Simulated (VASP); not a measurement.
Here is a VASP 6.6.1 calculation.

Contents of INCAR:

```
SYSTEM = CdSe
PREC = Accurate ; ENCUT = 520
EDIFF = 1E-6 ; ISMEAR = 0
SIGMA = 0.02 ; LREAL = .False.
LASPH = .True. ; NELM = 60
ALGO = Normal ; ISIF = 2
LWAVE = .False. ; LCHARG = .False.
MAGMOM = 0 0 0 0 0 0 0 0 0 0 0 0 ; LORBIT = 11
LSORBIT = .True. ; GGA_COMPAT = .False.
GGA = PE ; KPAR = 2
```

The input KPOINTS:

```
Automatic mesh
0
Gamma
  6 6 4
  0 0 0
```

Contents of POSCAR:

```
CdSe
1.0
    4.3000000000      0.0000000000      0.0000000000
   -2.1500000000      3.7239092363      0.0000000000
    0.0000000000      0.0000000000      7.0200000000
Cd Se
2 2
Direct
    0.6666666667      0.3333333333      0.5000000000
    0.3333333333      0.6666666667      0.0000000000
    0.6666666667      0.3333333333      0.8850000000
    0.3333333333      0.6666666667      0.3850000000
```

Contents of KPOINTS_OPT:

```
path GMKGALHA,LM,KH
10
line-mode
reciprocal
 0.0000000000  0.0000000000  0.0000000000  G
 0.5000000000  0.0000000000  0.0000000000  M

 0.5000000000  0.0000000000  0.0000000000  M
 0.3333333333  0.3333333333  0.0000000000  K

 0.3333333333  0.3333333333  0.0000000000  K
 0.0000000000  0.0000000000  0.0000000000  G

 0.0000000000  0.0000000000  0.0000000000  G
 0.0000000000  0.0000000000  0.5000000000  A

 0.0000000000  0.0000000000  0.5000000000  A
 0.5000000000  0.0000000000  0.5000000000  L

 0.5000000000  0.0000000000  0.5000000000  L
 0.3333333333  0.3333333333  0.5000000000  H

 0.3333333333  0.3333333333  0.5000000000  H
 0.0000000000  0.0000000000  0.5000000000  A

 0.5000000000  0.0000000000  0.5000000000  L
 0.5000000000  0.0000000000  0.0000000000  M

 0.3333333333  0.3333333333  0.0000000000  K
 0.3333333333  0.3333333333  0.5000000000  H
```

Potentials or basis: VASP PAW PBE potentials, release 64 (Cd, Se).

Command:

```sh
$ cat potpaw_PBE.64/Cd/POTCAR potpaw_PBE.64/Se/POTCAR > POTCAR
$ mpirun -np 2 vasp_ncl > vasp.out
```

(1) Estimate the pressure.

(2) Estimate the largest force.

## Answers

(1) 3.3 GPa.

(2) 0.292 eV/Å.
